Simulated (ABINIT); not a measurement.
# PbSe (Clausthalite) (Fm-3m) in ABINIT: settings compared

Aim: see how the results for PbSe (Clausthalite) move with the level of theory and the settings. Levels: HCTH407, r2SCAN, revPBE, LDA, PBE+D3. Tasks: equation of state, band structure.

Everything below comes from runs of ABINIT 10.8.3 (patched build). Logs are shortened: lines on timing, memory, paths and dates and some standing lists are left out, and cuts for length are marked. The log counts tension as positive stress, the text compression.

**What was measured.**

From a printed reference work, monograph, for a bulk crystal of PbSe at 4.2 K: band gap 0.15 eV (direct).

The runs below are set against these values where they give the same quantity.

## 1. Starting point

Symmetry: Fm-3m, No. 225, cubic system. Conventional cell: a = 6.121 Å, b = 6.121 Å, c = 6.121 Å, α = 90.00°, β = 90.00°, γ = 90.00°. Around Pb (site symmetry m-3m) lie 6 Se at 3.06 Å. Se (site symmetry m-3m) has 6 Pb at 3.06 Å as nearest neighbours.

## 2. Equation of state, HCTH407

Contents of run.abi:

```
# Datasets: one volume each
ndtset 7
getwfk -1
scalecart1 3*0.9795861087
scalecart2 3*0.9864848297
scalecart3 3*0.9932883884
scalecart4 3*1.0000000000
scalecart5 3*1.0066227096
scalecart6 3*1.0131594038
scalecart7 3*1.0196128224

# Pseudopotentials
pp_dirpath "./"
pseudos "Pb.GGA_PBE-JTH_sp.xml, Se.GGA_PBE-JTH.xml"

# Structure
acell 8.1795146323 8.1795146323 8.1795146323
rprim
     0.0000000000     0.7071067812     0.7071067812
     0.7071067812     0.0000000000     0.7071067812
     0.7071067812     0.7071067812     0.0000000000
ntypat 2
znucl 82 34
natom 2
typat 1 2
xred
     0.0000000000     0.0000000000     0.0000000000
     0.5000000000     0.5000000000     0.5000000000

# Plane-wave basis
ecut 15.0
pawecutdg 30.0

# k points
kptopt 1
ngkpt 8 8 8
nshiftk 1
shiftk 0.0 0.0 0.0

# Exchange and correlation
ixc 27

# Bands and occupations
nband 9
occopt 3
tsmear 0.00183747

# SCF cycle
nstep 100
tolvrs 1.0e-9

# Output
iomode 3
prtwf 1
prtden 0
prteig 0
prtebands 0
enunit 2
```

Potentials or basis: JTH PAW PBE v2.0 sp.

Launch:

```console
$ abinit run.abi > log 2>&1
```

run.abo:

```text
.Version 10.8.3 of ABINIT
 DATASET    1 : space group Fm -3 m (#225); Bravais cF (face-center cubic)
================================================================================
 Values of the parameters that define the memory need for DATASET  1.
     intxc =       0    ionmov =       0      iscf =       7    lmnmax =      13
     lnmax =       5     mgfft =      30  mpssoang =       3    mqgrid =    3001
     natom =       2  nloc_mem =       2    nspden =       1   nspinor =       1
    nsppol =       1      nsym =      48    n1xccc =       1    ntypat =       2
    occopt =       3   xclevel =       2
       mpw =        1036          nfft =       27000          nkpt =          29
 PAW method is used; the additional fine FFT grid is defined by:
   mgfftf=        40    nfftf =     64000
================================================================================
================================================================================
[... 71 lines left out ...]
 DATASET    7 : space group Fm -3 m (#225); Bravais cF (face-center cubic)
================================================================================
 Values of the parameters that define the memory need for DATASET  7.
     intxc =       0    ionmov =       0      iscf =       7    lmnmax =      13
     lnmax =       5     mgfft =      30  mpssoang =       3    mqgrid =    3001
     natom =       2  nloc_mem =       2    nspden =       1   nspinor =       1
    nsppol =       1      nsym =      48    n1xccc =       1    ntypat =       2
    occopt =       3   xclevel =       2
       mpw =        1155          nfft =       27000          nkpt =          29
 PAW method is used; the additional fine FFT grid is defined by:
   mgfftf=        45    nfftf =     91125
================================================================================
================================================================================

--------------------------------------------------------------------------------
------------- Echo of variables that govern the present computation ------------
--------------------------------------------------------------------------------
 -outvars: echo values of preprocessed input variables --------
            acell      8.1795146323E+00  8.1795146323E+00  8.1795146323E+00 Bohr
              amu      2.07200000E+02  7.89600000E+01
             ecut      1.50000000E+01 Hartree
           enunit           2
           getwfk          -1
             iscf           7
              ixc          27
           jdtset        1    2    3    4    5    6    7
         kptrlatt        8    0    0      0    8    0      0    0    8
          kptrlen1     6.41003113E+01
          kptrlen2     6.45517368E+01
          kptrlen3     6.49969353E+01
          kptrlen4     6.54361171E+01
          kptrlen5     6.58694815E+01
          kptrlen6     6.62972173E+01
          kptrlen7     6.67195040E+01
            natom           2
            nband           9
           ndtset           7
            ngfft          30      30      30
          ngfftdg1         40      40      40
          ngfftdg2         40      40      40
          ngfftdg3         45      45      45
          ngfftdg4         45      45      45
          ngfftdg5         45      45      45
          ngfftdg6         45      45      45
          ngfftdg7         45      45      45
             nkpt          29
            nstep         100
             nsym          48
           ntypat           2
           occopt           3
        pawecutdg      3.00000000E+01 Hartree
         pawxcdev           0
           prtden           0
        prtebands           0
           prteig           0
            rprim1     0.0000000000E+00  6.9267198023E-01  6.9267198023E-01
                       6.9267198023E-01  0.0000000000E+00  6.9267198023E-01
                       6.9267198023E-01  6.9267198023E-01  0.0000000000E+00
            rprim2     0.0000000000E+00  6.9755011263E-01  6.9755011263E-01
                       6.9755011263E-01  0.0000000000E+00  6.9755011263E-01
                       6.9755011263E-01  6.9755011263E-01  0.0000000000E+00
            rprim3     0.0000000000E+00  7.0236095512E-01  7.0236095512E-01
                       7.0236095512E-01  0.0000000000E+00  7.0236095512E-01
                       7.0236095512E-01  7.0236095512E-01  0.0000000000E+00
            rprim4     0.0000000000E+00  7.0710678120E-01  7.0710678120E-01
                       7.0710678120E-01  0.0000000000E+00  7.0710678120E-01
                       7.0710678120E-01  7.0710678120E-01  0.0000000000E+00
            rprim5     0.0000000000E+00  7.1178974407E-01  7.1178974407E-01
                       7.1178974407E-01  0.0000000000E+00  7.1178974407E-01
                       7.1178974407E-01  7.1178974407E-01  0.0000000000E+00
            rprim6     0.0000000000E+00  7.1641188486E-01  7.1641188486E-01
                       7.1641188486E-01  0.0000000000E+00  7.1641188486E-01
                       7.1641188486E-01  7.1641188486E-01  0.0000000000E+00
            rprim7     0.0000000000E+00  7.2097514092E-01  7.2097514092E-01
                       7.2097514092E-01  0.0000000000E+00  7.2097514092E-01
                       7.2097514092E-01  7.2097514092E-01  0.0000000000E+00
          spgroup         225
           tolvrs      1.00000000E-09
           tsmear      1.83747000E-03 Hartree
            typat      1  2
           useylm           1
           xangst1     0.0000000000E+00  0.0000000000E+00  0.0000000000E+00
                       2.9981702216E+00  2.9981702216E+00  2.9981702216E+00
           xangst2     0.0000000000E+00  0.0000000000E+00  0.0000000000E+00
                       3.0192847920E+00  3.0192847920E+00  3.0192847920E+00
           xangst3     0.0000000000E+00  0.0000000000E+00  0.0000000000E+00
                       3.0401081039E+00  3.0401081039E+00  3.0401081039E+00
           xangst4     0.0000000000E+00  0.0000000000E+00  0.0000000000E+00
                       3.0606499980E+00  3.0606499980E+00  3.0606499980E+00
           xangst5     0.0000000000E+00  0.0000000000E+00  0.0000000000E+00
                       3.0809197941E+00  3.0809197941E+00  3.0809197941E+00
           xangst6     0.0000000000E+00  0.0000000000E+00  0.0000000000E+00
                       3.1009263272E+00  3.1009263272E+00  3.1009263272E+00
           xangst7     0.0000000000E+00  0.0000000000E+00  0.0000000000E+00
                       3.1206779828E+00  3.1206779828E+00  3.1206779828E+00
            xcart1     0.0000000000E+00  0.0000000000E+00  0.0000000000E+00
                       5.6657205977E+00  5.6657205977E+00  5.6657205977E+00
            xcart2     0.0000000000E+00  0.0000000000E+00  0.0000000000E+00
                       5.7056213530E+00  5.7056213530E+00  5.7056213530E+00
            xcart3     0.0000000000E+00  0.0000000000E+00  0.0000000000E+00
                       5.7449717096E+00  5.7449717096E+00  5.7449717096E+00
            xcart4     0.0000000000E+00  0.0000000000E+00  0.0000000000E+00
                       5.7837902634E+00  5.7837902634E+00  5.7837902634E+00
            xcart5     0.0000000000E+00  0.0000000000E+00  0.0000000000E+00
                       5.8220946267E+00  5.8220946267E+00  5.8220946267E+00
            xcart6     0.0000000000E+00  0.0000000000E+00  0.0000000000E+00
                       5.8599014950E+00  5.8599014950E+00  5.8599014950E+00
            xcart7     0.0000000000E+00  0.0000000000E+00  0.0000000000E+00
                       5.8972267147E+00  5.8972267147E+00  5.8972267147E+00
             xred      0.0000000000E+00  0.0000000000E+00  0.0000000000E+00
                       5.0000000000E-01  5.0000000000E-01  5.0000000000E-01
            znucl       82.00000   34.00000

================================================================================

 chkinp: Checking input parameters for consistency, jdtset=   1.

 chkinp: Checking input parameters for consistency, jdtset=   2.

 chkinp: Checking input parameters for consistency, jdtset=   3.

 chkinp: Checking input parameters for consistency, jdtset=   4.
[... 31 lines left out ...]
 getcut: wavevector=  0.0000  0.0000  0.0000  ngfft=  30  30  30
         ecut(hartree)=     15.000   => boxcut(ratio)=   2.14992

 Fine grid specifications (used for densities):

 getcut: wavevector=  0.0000  0.0000  0.0000  ngfft=  40  40  40
         ecut(hartree)=     30.000   => boxcut(ratio)=   2.02472

--- Pseudopotential description ------------------------------------------------
- pspini: atom type   1  psp file is ./Pb.GGA_PBE-JTH_sp.xml
 Pseudopotential format is: paw10
 basis_size (lnmax)=  5 (lmn_size= 13), orbitals=   0   0   1   1   2
 Spheres core radius: rc_sph= 2.91365156
 Shapefunction is SIN type: shapef(r)=[sin(pi*r/rshp)/(pi*r/rshp)]**2
 Radius for shape functions =  2.21205640
 Compensation charge density is not taken into account in XC energy/potential

- pspini: atom type   2  psp file is ./Se.GGA_PBE-JTH.xml
 Pseudopotential format is: paw10
 basis_size (lnmax)=  4 (lmn_size=  8), orbitals=   0   0   1   1
 Spheres core radius: rc_sph= 2.21132333
 Shapefunction is BESSEL type: shapef(r,l)=aa(1,l)*jl(q(1,l)*r)+aa(2,l)*jl(q(2,l)*r)
 Radius for shape functions =  2.00656599
 Compensation charge density is not taken into account in XC energy/potential

   7.20428178E+02                                ecore*ucvol(ha*bohr**3)
--------------------------------------------------------------------------------

================================================================================

--- !BeginCycle
iteration_state: {dtset: 1, }
solver: {iscf: 7, nstep: 100, nline: 4, wfoptalg: 10, }
tolerances: {tolvrs: 1.00E-09, }
...

     iter   Etot(hartree)      deltaE(h)  residm     vres2
 ETOT  1  -13.213850748089    -1.321E+01 1.058E-01 1.328E+02
 ETOT  2  -13.353656760852    -1.398E-01 1.050E-02 2.004E+01
 ETOT  3  -13.355257093768    -1.600E-03 1.266E-04 2.375E+00
 ETOT  4  -13.355511001590    -2.539E-04 4.173E-05 4.236E-01
 ETOT  5  -13.355516845540    -5.844E-06 3.014E-06 8.042E-02
 ETOT  6  -13.355523567639    -6.722E-06 5.012E-06 6.421E-03
 ETOT  7  -13.355524280906    -7.133E-07 1.815E-06 1.060E-03
 ETOT  8  -13.355524411275    -1.304E-07 3.744E-06 1.321E-04
 ETOT  9  -13.355524417249    -5.974E-09 1.339E-06 3.039E-05
 ETOT 10  -13.355524419494    -2.245E-09 2.731E-06 9.000E-07
 ETOT 11  -13.355524419700    -2.058E-10 9.456E-07 1.206E-07
[... 1285 lines left out ...]
 Cartesian components of stress tensor (hartree/bohr^3)
  sigma(1 1)= -4.62945698E-05  sigma(3 2)=  0.00000000E+00
  sigma(2 2)= -4.62945698E-05  sigma(3 1)=  0.00000000E+00
  sigma(3 3)= -4.62945698E-05  sigma(2 1)=  0.00000000E+00

-Cartesian components of stress tensor (GPa)         [Pressure=  1.3620E+00 GPa]
- sigma(1 1)= -1.36203327E+00  sigma(3 2)=  0.00000000E+00
- sigma(2 2)= -1.36203327E+00  sigma(3 1)=  0.00000000E+00
- sigma(3 3)= -1.36203327E+00  sigma(2 1)=  0.00000000E+00

== END DATASET(S) ==============================================================
================================================================================

 -outvars: echo values of variables after computation  --------
            acell      8.1795146323E+00  8.1795146323E+00  8.1795146323E+00 Bohr
           etotal1    -1.3355524420E+01
           etotal2    -1.3357520851E+01
           etotal3    -1.3359155183E+01
           etotal4    -1.3360457768E+01
           etotal5    -1.3361465307E+01
           etotal6    -1.3362194068E+01
           etotal7    -1.3362685062E+01
            fcart1    -0.0000000000E+00 -0.0000000000E+00 -0.0000000000E+00
                      -0.0000000000E+00 -0.0000000000E+00 -0.0000000000E+00
            fcart2    -0.0000000000E+00 -0.0000000000E+00 -0.0000000000E+00
                      -0.0000000000E+00 -0.0000000000E+00 -0.0000000000E+00
            fcart3    -0.0000000000E+00 -0.0000000000E+00 -0.0000000000E+00
                      -0.0000000000E+00 -0.0000000000E+00 -0.0000000000E+00
            fcart4    -0.0000000000E+00 -0.0000000000E+00 -0.0000000000E+00
                      -0.0000000000E+00 -0.0000000000E+00 -0.0000000000E+00
            fcart5    -0.0000000000E+00 -0.0000000000E+00 -0.0000000000E+00
                      -0.0000000000E+00 -0.0000000000E+00 -0.0000000000E+00
            fcart6    -0.0000000000E+00 -0.0000000000E+00 -0.0000000000E+00
                      -0.0000000000E+00 -0.0000000000E+00 -0.0000000000E+00
            fcart7    -0.0000000000E+00 -0.0000000000E+00 -0.0000000000E+00
                      -0.0000000000E+00 -0.0000000000E+00 -0.0000000000E+00
            rprim1     0.0000000000E+00  6.9267198023E-01  6.9267198023E-01
[... 30 lines left out ...]
           strten6    -7.5997395632E-05 -7.5997395632E-05 -7.5997395632E-05
                       0.0000000000E+00  0.0000000000E+00  0.0000000000E+00
           strten7    -4.6294569780E-05 -4.6294569780E-05 -4.6294569780E-05
                       0.0000000000E+00  0.0000000000E+00  0.0000000000E+00
           xangst1     0.0000000000E+00  0.0000000000E+00  0.0000000000E+00
                       2.9981702216E+00  2.9981702216E+00  2.9981702216E+00
           xangst2     0.0000000000E+00  0.0000000000E+00  0.0000000000E+00
                       3.0192847920E+00  3.0192847920E+00  3.0192847920E+00
           xangst3     0.0000000000E+00  0.0000000000E+00  0.0000000000E+00
                       3.0401081039E+00  3.0401081039E+00  3.0401081039E+00
           xangst4     0.0000000000E+00  0.0000000000E+00  0.0000000000E+00
                       3.0606499980E+00  3.0606499980E+00  3.0606499980E+00
           xangst5     0.0000000000E+00  0.0000000000E+00  0.0000000000E+00
                       3.0809197941E+00  3.0809197941E+00  3.0809197941E+00
           xangst6     0.0000000000E+00  0.0000000000E+00  0.0000000000E+00
                       3.1009263272E+00  3.1009263272E+00  3.1009263272E+00
           xangst7     0.0000000000E+00  0.0000000000E+00  0.0000000000E+00
                       3.1206779828E+00  3.1206779828E+00  3.1206779828E+00
             xred      0.0000000000E+00  0.0000000000E+00  0.0000000000E+00
                       5.0000000000E-01  5.0000000000E-01  5.0000000000E-01
 Calculation completed.
```

Run time: 96 s. Hardware: 1 thread of Arm Neoverse V1, shared host; peak memory 0.15 GiB.

Results:

* Equilibrium volume: 31.43 Å³/atom (rough: see the caveat)
* Bulk modulus: 39 GPa (rough)

Energy against volume, from the lowest point:
```tsv
volume (Å³/atom)	energy (meV/atom)
26.951	97.43
27.524	70.26
28.097	48.03
28.671	30.30
29.244	16.60
29.818	6.68
30.391	0.00
```

Caveat: pressures at fixed basis lie under the slope of the energies; the minimum lies outside the volumes run; the PAW data sets were made with another functional, which shifts forces and pressure a little; this set keeps more shells in the core, which shifts pressures and gaps. Spin-orbit coupling is left out, which matters for the levels of Pb.

## 3. Band structure, r2SCAN

Contents of run.abi:

```
# Datasets: ground state, then fixed potential
ndtset 2

# Pseudopotentials
pp_dirpath "./"
pseudos "Pb.LDA_PW-JTH_sp.xml, Se.LDA_PW-JTH.xml"

# Structure
acell 3*1.0
rprim
     0.0000000000     5.7837902633     5.7837902633
     5.7837902633     0.0000000000     5.7837902633
     5.7837902633     5.7837902633     0.0000000000
ntypat 2
znucl 82 34
natom 2
typat 1 2
xcart
     0.0000000000     0.0000000000     0.0000000000
     5.7837902633     5.7837902633     5.7837902633

# Plane-wave basis
ecut 18.0
pawecutdg 36.0

# Exchange and correlation
ixc -497498
usekden 1
pawxcdev 0

# Bands and occupations
occopt 3
tsmear 0.05 eV

# SCF cycle
nstep 100

# Output
iomode 3
prtwf 0
prteig 0
prtebands 0
enunit 2
prtden1 1
prtkden1 1

# Dataset 1
kptopt1 1
ngkpt1 8 8 8
nshiftk1 1
shiftk1 0.0 0.0 0.0
nband1 9
tolvrs1 1.0e-7

# Dataset 2: bands along G-X-W-K-G-L-U-W-L-K
iscf2 -2
getden2 1
getkden2 1
nband2 13
nbdbuf2 2
tolwfr2 1.0e-12
kptopt2 -9
ndivsm2 8
prteig2 1
prtvol2 -3
kptbounds2
     0.0000000000     0.0000000000     0.0000000000
     0.5000000000     0.0000000000     0.5000000000
     0.5000000000     0.2500000000     0.7500000000
     0.3750000000     0.3750000000     0.7500000000
     0.0000000000     0.0000000000     0.0000000000
     0.5000000000     0.5000000000     0.5000000000
     0.6250000000     0.2500000000     0.6250000000
     0.5000000000     0.2500000000     0.7500000000
     0.5000000000     0.5000000000     0.5000000000
     0.3750000000     0.3750000000     0.7500000000
```

Potentials or basis: JTH PAW LDA v2.0 sp.

Launch:

```console
$ abinit run.abi > log 2>&1
```

Run time: 3.2 min. Hardware: 1 thread of Arm Neoverse V1, shared host; peak memory 0.16 GiB.

Results (log left out):

```
Free energy                                           : 1380.8220 eV
Pressure                                              : 1.3 GPa
Band gap on the k mesh                                : 0.62 eV, direct
Band gap along the path                               : 0.62 eV, direct
Valence electrons inside the program's atomic spheres : Pb 2.51; Se 3.95
```

Levels at the corners of the path, in eV from the valence-band top:
```tsv
point	band 3	band 4	band 5	band 6	band 7	band 8
Γ	-1.94	-1.94	-1.94	5.08	5.08	5.08
X	-5.11	-3.33	-3.33	4.01	6.03	6.03
W	-4.35	-4.35	-0.85	2.18	5.38	5.38
K	-4.70	-2.82	-2.45	3.74	4.30	5.90
Γ	-1.94	-1.94	-1.94	5.08	5.08	5.08
L	-1.58	-1.58	0.00	0.62	1.93	1.93
U	-4.70	-2.82	-2.45	3.74	4.30	5.90
W	-4.35	-4.35	-0.85	2.18	5.38	5.38
L	-1.58	-1.58	0.00	0.62	1.93	1.93
K	-4.70	-2.82	-2.45	3.74	4.30	5.90
```

Caveat: totals of a meta-GGA on PAW files have another zero than those of a GGA; the PAW data sets were made with another functional, which shifts forces and pressure a little; spin-orbit coupling is left out, which as a rule narrows the gap of such compounds by several tenths of an eV; this set keeps more shells in the core, which shifts pressures and gaps.

[end of part 1 of 2]
